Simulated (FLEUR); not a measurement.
# Sb: equation of state with r2SCAN

Crystal: Sb.

```
Sb
1.0
     2.15420    1.24373    3.75800
    -2.15420    1.24373    3.75800
     0.00000   -2.48746    3.75800
Sb
2
Direct
  0.76651 0.76651 0.76651
  0.23349 0.23349 0.23349
```

- Program: FLEUR MaX-R8.1 (later development tree)
- Task: equation of state
- Functional: r2SCAN
- Potentials or basis: all-electron
- Basis: FLAPW
- Kmax: 4.1 1/bohr
- k mesh: 8 × 8 × 8
- Occupations: fermi-dirac, width 0.05 eV
- Spin: no spin polarisation

```yaml
Equilibrium_volume: 31.10 Å³/atom
Bulk_modulus_at_fixed_shape_and_positions: 54 GPa
```

Energy against volume, from the lowest point:
| volume (Å³/atom) | energy (meV/atom) |
| --- | --- |
| 28.393 | 46.96 |
| 28.998 | 27.00 |
| 30.206 | 4.15 |
| 31.414 | 0.00 |
| 32.018 | 3.80 |

Caveat: the meta-GGA is that of a development version, with a GGA for the radial functions and cores and without core tails; the cell was scaled at fixed shape and fractional positions, which overstates the stiffness of a crystal with free parameters, most of all of layers and chains. The run has no spin-orbit coupling, so splittings on Sb are missing.
